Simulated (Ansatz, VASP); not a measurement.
# C (linear C chain): VASP beside Ansatz

Aim: how closely do two programs agree when they are given the same cell, functional and k mesh? The cell is taken from a series of runs on this material, whose earlier steps may have relaxed, scaled, displaced or heated it; both programs get it as it stands.

Program: Ansatz 0.2.0. Level of theory: plane waves, with VASP 6.6.1 beside it; single point at PBEsol. Results are calculated unless marked as measured.

## (1) The starting structure

The cell holds 1 atom: 1 C. Its edges and angles: a = 7.500 Å, b = 7.500 Å, c = 1.665 Å, α = 90.0°, β = 90.0°, γ = 90.0°. Vacuum lies along a and b. The structure's axis is c.

## (2) VASP: single point, PBEsol

With cell and atoms fixed, the geometry can't cause a difference; cores, projectors, grids and the points listed under the comparison can.

Lines of VASP's logs that name or quote its potential files are left out, and so is its time.

File INCAR:

```
SYSTEM = C
PREC = Accurate
ENCUT = 600
EDIFF = 1E-06
NELM = 200
ISMEAR = -1
SIGMA = 0.05
LREAL = .FALSE.
ALGO = Normal
GGA = PS
NBANDS = 8
ISPIN = 2
MAGMOM = 0
LORBIT = 11
LWAVE = .FALSE.
LCHARG = .FALSE.
ISIF = 2
LASPH = .TRUE.
GGA_COMPAT = .FALSE.
```

File POSCAR:

```
C
1.0
    7.5000000000      0.0000000000      0.0000000000
    0.0000000000      7.5000000000      0.0000000000
    0.0000000000      0.0000000000      1.6654685157
C
1
Direct
    0.5000000000      0.5000000000      0.0000000000
```

File KPOINTS:

```
Automatic mesh
0
Gamma
1 1 49
0 0 0
```

Potentials, in the order of the species: C (PBE family, release 64).

Started as:

```sh
mpirun -np 1 vasp_std
```

Numbers of over 12 decimals in the logs are rounded to 6 here.

The program printed:

```text
[banner, memory and clock lines left out]
running    1 mpi-ranks, on    1 nodes
 distrk:  each k-point on    1 cores,    1 groups
 distr:  one band on    1 cores,    1 groups

 POSCAR found type information on POSCAR C
 POSCAR found :  1 types and       1 ions
|                                                                             |
|               ----> ADVICE to this user running VASP <----                  |
|                                                                             |
|     You enforced a specific xc type in the INCAR file but a different       |
|     [... a line on the potential file left out ...]
|     I HOPE YOU KNOW WHAT YOU ARE DOING!                                     |
|                                                                             |

 LDA part: xc-table for (Slater+PW92), standard interpolation
 POSCAR, INCAR and KPOINTS ok, starting setup
 FFT: planning ... GRIDC
 FFT: planning ... GRID_SOFT
 FFT: planning ... GRID
 WAVECAR not read
 entering main loop
       N       E                     dE             d eps       ncg     rms          rms(c)
DAV:   1     0.148239480258E+02    0.14824E+02   -0.18128E+03   800   0.388E+02
DAV:   2    -0.484687857433E+01   -0.19671E+02   -0.15803E+02  1208   0.546E+01
DAV:   3    -0.573428205213E+01   -0.88740E+00   -0.87052E+00   936   0.166E+01
DAV:   4    -0.574412934942E+01   -0.98473E-02   -0.98468E-02  1192   0.191E+00
DAV:   5    -0.574418123601E+01   -0.51887E-04   -0.51887E-04   976   0.878E-02    0.153E+00
DAV:   6    -0.571964297271E+01    0.24538E-01   -0.15058E-02  1088   0.576E-01    0.880E-01
DAV:   7    -0.570774330758E+01    0.11900E-01   -0.24722E-02   992   0.758E-01    0.891E-02
DAV:   8    -0.570767700183E+01    0.66306E-04   -0.46494E-04   800   0.144E-01    0.215E-02
DAV:   9    -0.570776572488E+01   -0.88723E-04   -0.97621E-05   800   0.464E-02    0.160E-02
DAV:  10    -0.570789391458E+01   -0.12819E-03   -0.25326E-05   896   0.263E-02    0.747E-03
DAV:  11    -0.570795438686E+01   -0.60472E-04   -0.23300E-06   896   0.120E-02    0.590E-03
DAV:  12    -0.570801145841E+01   -0.57072E-04   -0.54081E-06   952   0.137E-02    0.179E-03
DAV:  13    -0.570802153300E+01   -0.10075E-04   -0.45261E-07   880   0.418E-03    0.965E-04
DAV:  14    -0.570803408860E+01   -0.12556E-04   -0.58378E-07   856   0.386E-03    0.758E-04
DAV:  15    -0.570803505137E+01   -0.96277E-06   -0.61497E-08   888   0.121E-03
   1 F= -.57080351E+01 E0= -.57052012E+01  d E =-.566761E-02  mag=     0.0000
```

Parts of OUTCAR (step 2):

```text
ion  position               nearest neighbor table
   1  0.500  0.500  0.000-

  LATTYP: Found a simple tetragonal cell.
 ALAT       =     7.5000000000
 C/A-ratio  =     0.2220624688

 Subroutine GETGRP returns: Found 16 space group operations
 (whereof 16 operations were pure point group operations)

The static configuration has the point symmetry D_4h.

 Found     25 irreducible k-points:

   k-points           NKPTS =     25   k-points in BZ     NKDIM =     25   number of bands    NBANDS=      8

   dimension x,y,z NGX =    60 NGY =   60 NGZ =   14
   dimension x,y,z NGXF=   120 NGYF=  120 NGZF=   28

   ENCUT  =  600.0 eV  44.10 Ry    6.64 a.u.  14.98 14.98  3.33*2*pi/ulx,y,z

   NELECT =       4.0000    total number of electrons

 k-points in reciprocal lattice and weights: Automatic mesh
   0.00000000  0.00000000  0.00000000       0.020
   0.00000000  0.00000000  0.02040816       0.041
   0.00000000  0.00000000  0.04081633       0.041
   0.00000000  0.00000000  0.06122449       0.041
   0.00000000  0.00000000  0.08163265       0.041
   0.00000000  0.00000000  0.10204082       0.041
   0.00000000  0.00000000  0.12244898       0.041
   0.00000000  0.00000000  0.14285714       0.041
   0.00000000  0.00000000  0.16326531       0.041
[...]
0.00000000  0.00000000  0.46938776       0.041
   0.00000000  0.00000000  0.48979592       0.041

 average (electrostatic) potential at core
       1 -61.5309

 E-fermi :  -5.3905

 spin component 1
 k-point     1 :       0.0000    0.0000    0.0000
  band No.  band energies     occupation
      1     -18.1316      1.00000
      2      -7.7392      1.00000
      3      -7.7392      1.00000
      4      -0.0250      0.00000
      5       2.1472      0.00000
      6       2.7601      0.00000
      7       2.7601      0.00000
      8       3.6460      0.00000

 k-point     2 :       0.0000    0.0000    0.0204
  band No.  band energies     occupation
      1     -18.1160      1.00000
      2      -7.7198      1.00000
      3      -7.7198      1.00000
      4      -0.0034      0.00000
      5       2.1698      0.00000
      6       2.7821      0.00000
      7       2.7821      0.00000
      8       3.6667      0.00000

 k-point     3 :       0.0000    0.0000    0.0408
  band No.  band energies     occupation
      1     -18.0694      1.00000
      2      -7.6617      1.00000
      3      -7.6617      1.00000
      4       0.0615      0.00000
      5       2.2376      0.00000
      6       2.8479      0.00000
      7       2.8479      0.00000
      8       3.7285      0.00000

 k-point     4 :       0.0000    0.0000    0.0612
  band No.  band energies     occupation
      1     -17.9918      1.00000
      2      -7.5649      1.00000
      3      -7.5649      1.00000
      4       0.1695      0.00000
      5       2.3505      0.00000
      6       2.9576      0.00000
      7       2.9576      0.00000
      8       3.8309      0.00000

 k-point     5 :       0.0000    0.0000    0.0816
  band No.  band energies     occupation
      1     -17.8834      1.00000
      2      -7.4297      1.00000
      3      -7.4297      1.00000
      4       0.3202      0.00000
      5       2.5085      0.00000
      6       3.1110      0.00000
      7       3.1110      0.00000
      8       3.9723      0.00000

 k-point     6 :       0.0000    0.0000    0.1020
  band No.  band energies     occupation
      1     -17.7442      1.00000
      2      -7.2565      1.00000
      3      -7.2565      1.00000
      4       0.5132      0.00000
      5       2.7118      0.00000
      6       3.3081      0.00000
      7       3.3081      0.00000
      8       4.1501      0.00000

  Total        0.0080435      0.0080435    -13.2104457      0.0000000      0.0000000      0.0000000
  in kB        0.1375607      0.1375607   -225.9275012      0.0000000      0.0000000      0.0000000
  external PRESSURE =     -75.2174600 kB  Pullay stress =       0.0000000 kB

  energy-cutoff  :      600.00
  volume of cell :       93.68
      direct lattice vectors                 reciprocal lattice vectors
     7.500000000  0.000000000  0.000000000     0.133333333  0.000000000  0.000000000
     0.000000000  7.500000000  0.000000000     0.000000000  0.133333333  0.000000000
     0.000000000  0.000000000  1.665468516     0.000000000  0.000000000  0.600431645

 POSITION                                       TOTAL-FORCE (eV/Angst)
 -----------------------------------------------------------------------------------
      3.75000      3.75000      0.00000         0.000000      0.000000      0.000000
 -----------------------------------------------------------------------------------
    total drift:                                0.000000      0.000000     -0.000000

  FREE ENERGIE OF THE ION-ELECTRON SYSTEM (eV)
  ---------------------------------------------------
  free  energy   TOTEN  =        -5.7080350514 eV

  energy  without entropy=       -5.7023674453  energy(sigma->0) =       -5.70520125

 total charge
# of ion       s       p       d       tot
------------------------------------------
    1        0.848   1.224   0.000   2.072

 magnetization (x)
# of ion       s       p       d       tot
------------------------------------------
    1       -0.000   0.000   0.000  -0.000

[... 6 further parts left out ...]
```

## (3) Ansatz: single point, PBEsol

Ansatz runs on its default PAW (the set named soft_2) files.

The same cell, functional, mesh and smearing now go to Ansatz, which takes its cutoff from its data sets.

File input.yaml:

```yaml
crystal:
  lattice:
    - [7.5, 0.0, 0.0]
    - [0.0, 7.5, 0.0]
    - [0.0, 0.0, 1.6654685157]
  atoms:
    - { symbol: C, position: [0.5, 0.5, 0.0], spin: 0.3 }
magnetization:
  spin_polarized: true
kpoints:
  mp_grid: { grid: [1, 1, 49] }
scf:
  occupations: { method: fermi_dirac, width: 0.05 }
hamiltonian:
  xc: pbesol
output:
  transmission:
    e_range: [-2, 2]
    de: 0.035
    kmesh: [1, 1]
    reduced_basis: true
    leads: [[0, 0]]
  stress: true
```

Started as:

```sh
ansatz run input.yaml --threads 4 --pin off --max-ram 8192MiB --backend cpu --events-out ev --progress --plain --runs-dir out
```

The program printed:

```text
Engine: ansatz 0.2.0, aarch64-unknown-linux-gnu
Pseudopotentials: kind: paw
Pseudopotential: C, paw, valence charge 4, recommended cutoff 420 eV (normal), C.paw.azcp
Functional definition: PBEsol
  exchange = pbesol_x
  correlation = pbesol_c
Crystal: 1 atoms, lattice volume = 93.683 Å³
Basis set: ecut = 420 eV, 1837 PW (Γ)
Bands: 7, of which v1, the nominal top of the filled ones, is band 2 counted from 1 (1 counted from 0)
Symmetry: 16 space group operations
Space group: P4/mmm (ITA 123), of the structure as read, at distance tolerance 4.5e-5 Å
Magnetic group: BNS 123.339 (UNI 999), of the structure as read, at distance tolerance 4.5e-5 Å
k-points: 25 of 49
Non-local potential: C, projectors of the file, l = 0: 2, l = 1: 2, l = 2: 1
PAW form: soft (Blöchl's): semilocal exchange-correlation on the pseudo side does not see the compensation charge
PAW frozen core: C, regenerated for the run's functional, and the local potential with it (the file was generated under x = pbe(κ = 0.804, μ = 0.219515), c = pbe(β = 0.066725))
PAW one-centre angular grid: C, 110 points (default); XC on 64 Gauss nodes
Initial density: superposition of atomic densities (neutral atoms: chi_scale 0, normalization atom)
Starting moments: Σ|m| = 0.3 μB on 1 of 1 site
Initial wavefunctions: pseudopotential atomic-orbital guess
Functional: x = pbesol(κ = 0.804, μ = 0.123457), c = pbesol(β = 0.046)
iter 1 solved again at ethr=2.46e-3 eV; its pass at ethr=3.10e-3 eV (dr2=9.83e-2 eV) is discarded
SCF iter   1: F=—  HF=-242.747101 eV  |F-HF|=—  |Δ(HF+E_count)|=         —  Δρ=8.20e-3 (↑6.00e-3 ↓8.20e-3)  dr2=1.00e-1  dr2_m=1.01e-2  M=0.136 μB ∫|m|=0.136 μB  β_m=0.30  ethr=2.46e-3  ⟨swp⟩=1.0  Hψ=3442  notcnv=0
preconditioner: auto → LDOS  [metal: Δε(μ)=0.097 eV  Ē_g=14.489 eV  σ=0.050 eV  W_gap=0.40  n_scr=8 (ndim 8)  ℏωp=7.7 eV  f_vac=0.681  D(μ)=0.70/eV (n_scr^D=4)]
spin=Collinear: LDOS preconditioning applied to the charge; magnetization (m = ρ↑ − ρ↓) channel mixes plain (no charge-response kernel on spin).
SCF iter   2: F=—  HF=-242.737624 eV  |F-HF|=—  |Δ(HF+E_count)|=   9.48e-3  Δρ=5.92e-3 (↑4.63e-3 ↓5.92e-3)  dr2=4.98e-2  dr2_m=6.92e-3  M=0.115 μB ∫|m|=0.115 μB  β_m=0.30  ethr=2.46e-3  ⟨swp⟩=1.0  Hψ=350  notcnv=0
spin-set hold released at iteration 2 (site moments show no strong build): the magnetisation degrees of freedom join the quasi-Newton model from the next iteration; the mixer history was kept
SCF iter   3: F=—  HF=-242.727709 eV  |F-HF|=—  |Δ(HF+E_count)|=   9.92e-3  Δρ=3.03e-3 (↑3.03e-3 ↓2.52e-3)  dr2=8.96e-4  dr2_m=5.97e-3  M=0.083 μB ∫|m|=0.083 μB  β_m=0.30  ethr=1.24e-3  ⟨swp⟩=2.9  Hψ=682  notcnv=0
SCF iter   4: F=—  HF=-242.735010 eV  |F-HF|=—  |Δ(HF+E_count)|=   7.30e-3  Δρ=1.75e-3 (↑1.75e-3 ↓1.55e-3)  dr2=1.52e-3  dr2_m=1.27e-3  M=0.040 μB ∫|m|=0.041 μB  β_m=0.65  ethr=2.24e-5  ⟨swp⟩=2.0  Hψ=492  notcnv=0
SCF iter   5: F=—  HF=-242.737106 eV  |F-HF|=—  |Δ(HF+E_count)|=   2.10e-3  Δρ=7.74e-4 (↑7.74e-4 ↓6.72e-4)  dr2=1.95e-4  dr2_m=2.98e-4  M=0.024 μB ∫|m|=0.025 μB  β_m=0.82  ethr=2.24e-5  ⟨swp⟩=2.4  Hψ=631  notcnv=0  defer=1
SCF iter   6: F=—  HF=-242.737867 eV  |F-HF|=—  |Δ(HF+E_count)|=   7.61e-4  Δρ=2.07e-4 (↑2.07e-4 ↓2.06e-4)  dr2=8.31e-7  dr2_m=3.62e-5  M=0.012 μB ∫|m|=0.012 μB  β_m=0.91  ethr=4.86e-6  ⟨swp⟩=2.0  Hψ=678  notcnv=0  defer=1
SCF iter   7: F=—  HF=-242.737950 eV  |F-HF|=—  |Δ(HF+E_count)|=   8.26e-5  Δρ=3.04e-5 (↑3.04e-5 ↓2.73e-5)  dr2=2.80e-7  dr2_m=5.58e-7  M=0.002 μB ∫|m|=0.002 μB  β_m=0.96  ethr=2.50e-9  ⟨swp⟩=8.7  Hψ=2287  notcnv=0
SCF iter   8: F=—  HF=-242.737952 eV  |F-HF|=—  |Δ(HF+E_count)|=   2.11e-6  Δρ=3.01e-6 (↑3.01e-6 ↓2.28e-6)  dr2=3.66e-9  dr2_m=3.78e-9  M=-0.000 μB ∫|m|=0.000 μB  β_m=0.98  ethr=2.50e-9  ⟨swp⟩=6.4  Hψ=1920  notcnv=0
SCF iter   9: F=—  HF=-242.737952 eV  |F-HF|=—  |Δ(HF+E_count)|=   1.66e-8  Δρ=5.51e-7 (↑3.28e-7 ↓5.51e-7)  dr2=1.41e-10  dr2_m=1.38e-10  M=0.000 μB ∫|m|=0.000 μB  β_m=0.99  ethr=9.16e-11  ⟨swp⟩=4.0  Hψ=1471  notcnv=0
SCF iter  10: F=-242.737952 eV  HF=-242.737952 eV  |F-HF|=4.72e-12  |Δ(HF+E_count)|=  6.02e-10  Δρ=4.25e-8 (↑4.25e-8 ↓3.87e-8)  dr2=8.10e-12  dr2_m=1.20e-13  M=0.000 μB ∫|m|=0.000 μB  ethr=3.53e-12  ⟨swp⟩=3.4  Hψ=1379  notcnv=0
SCF 1 converged in 10 iterations: F = -242.737952 eV  dr2 = 8.10e-12
  greatest PAW one-centre occupation: 0.634 electrons in one spin orbital (limit 2), on the C atom at site 0 (counted from 0), in its partial waves of l = 0
WARN: the starting moments were not kept: the SCF closed with an absolute magnetisation of 2.7e-7 μB, where they sum to 0.3 μB in size (1 site). That is at most 0.1 of that sum. Measured as dr2_m measures the in/out step, that magnetisation stands 2.0e-14 eV from none, at or under the dr2_threshold of 1.0e-7 eV: it is no larger than a step whose dr2_m would equal this threshold. The system may hold no moment; this SC [...]
transmission: 6 of 36 steps passed
transmission: 9 of 36 steps passed
[...]
transmission: 36 of 36 steps passed
SCF converged after 10 iterations
Magnetization: 0.0000 μB (2.0000 up, 2.0000 down)
Absolute magnetization: 0.0000 μB (∫|ρ↑−ρ↓|, with the PAW one-centre terms)
Spin contamination: 0.0000 ħ² per cell (⟨S²⟩ above its minimum at these occupations)
Per-site moments (μB) at R_I (Å): [(9.205170547006454e-9, 0.687006)]
Free energy (F): -242.737952 eV
Harris-Foulkes:  -242.737952 eV  (|F-HF|=4.72e-12)
Internal energy: -242.732310 eV  (E = F + TS)
E sigma→0 (E₀):  -242.735131 eV
Entropy (-TS):   -0.005642 eV (-5.642 meV/atom)
Fermi energy:    -5.174449 eV
--- Per-component energies (eV) ---
  E_band       = -43.439083
  E_kinetic    = 75.109079
  E_local      = -349.469456  (includes V_loc(G=0)·N_el)
  E_nonlocal   = 25.953928
  E_hartree    = 131.105876
  E_xc         = -42.367328
  E_vxc        = -52.249608  (∫ρ·V_xc dr)
  E_paw        = -93.921668  (= ΣΔE_a)
  E_vpaw       = -4.994735  (= ΣTr[D̂ρ^β])
  E_aug_tail   = 0.000005  (compensation charges beyond the density's cutoff)
  E_ewald      = 10.836154
  E_core_change = 0.021101  (= ΣΔE_core)
  E_smearing   = -0.005642  (= −TS)
  E_closure    = -0.000000  (closes the sum)
  Σ components = -242.737952   (vs F -242.737952, Δ=0.00e0)
--- Stress (GPa, compression-positive) ---
        0.023316       0.000000       0.000000
        0.000000       0.023316       0.000000
        0.000000       0.000000     -22.585074
  P = ⅓ Tr σ = -7.5128 GPa (-75.128 kbar)
--- Band table (eV; the first three rows and the last of 50) ---
  k-point 0 ↑: bands = ["-17.9146", "-7.5232", "-7.5232", "0.1868", "2.3520", "2.9737", "2.9737"]
  k-point 1 ↑: bands = ["-17.8990", "-7.5038", "-7.5038", "0.2084", "2.3746", "2.9956", "2.9956"]
  k-point 2 ↑: bands = ["-17.8525", "-7.4455", "-7.4455", "0.2733", "2.4423", "3.0615", "3.0615"]
  k-point 24 ↓: bands = ["-10.9809", "-5.4995", "0.0942", "0.0942", "11.6390", "11.6390", "12.9179"]
--- Transmission ---
  basis      : 497 plane waves across, 3 finite elements along
  points     : 1, standing for a mesh of 1 x 1
  filling    : by the input's occupations and mesh, since the crystals that have channels conduct as metals do. If one of these is a semiconductor, that mesh has misplaced its level
  energies   : 115 from -2.000000 to 1.990000 eV about the Fermi level, 0.035000 eV apart; the leads are filled to 0.000000 eV, and channels, transmission and decay are at -0.005000 eV
  crystal 0  : C1, at the sites [0, 0], period 1.6655 Å: whole cells are its period
    offset         : up to 0.0000 Å between an atom of the period and one for which it stands
    filled         : 44.2 meV under the level at which it is neutral
    channels       : 3.000000e0 up, 3.000000e0 down
    conductance    : 4.1323e14 S/m² at 300 K; may be off by some 0.0 % by where its bands' edges are placed, 0.0 % from the distance to neutral
```

Reading the cycles: dr2 is the Hartree energy of the density residual (eV), the measure of convergence; HF is the Harris–Foulkes estimate of the energy, which meets the free energy F at convergence.

## (4) Comparison

Known differences besides the potentials themselves: the cutoff is 420 eV in Ansatz and 600 eV in VASP; Ansatz makes its cores anew for this functional, VASP keeps those of its PBE data sets. Total energies have different zeros and are not compared.

Both answers:

```csv
quantity,Ansatz,VASP,difference
pressure (GPa),-7.51,-7.52,+0.01
```

## (5) What came out

```yaml
difference_in_pressure_single_point_pbesol: 0.0089 GPa
```

In words: The difference in pressure is 0.0089 GPa (single point, PBEsol), within the 1 GPa picked in this series as the mark of a large difference. How closely two codes agree says nothing of how well the functional describes the real material.

[Lines on the potential files, build, host, timing and source positions are cut from VASP's logs without a mark.]

[Logs are printed without paths, hosts, clocks, repeated set-up lines and the standing remarks that a program may print on its own settings, such as how far it seeks lower states.]

[Hosts, paths, dates, database ids (printed as entryN), source tags and the programs' standing remarks are cut or masked in the printed files.]
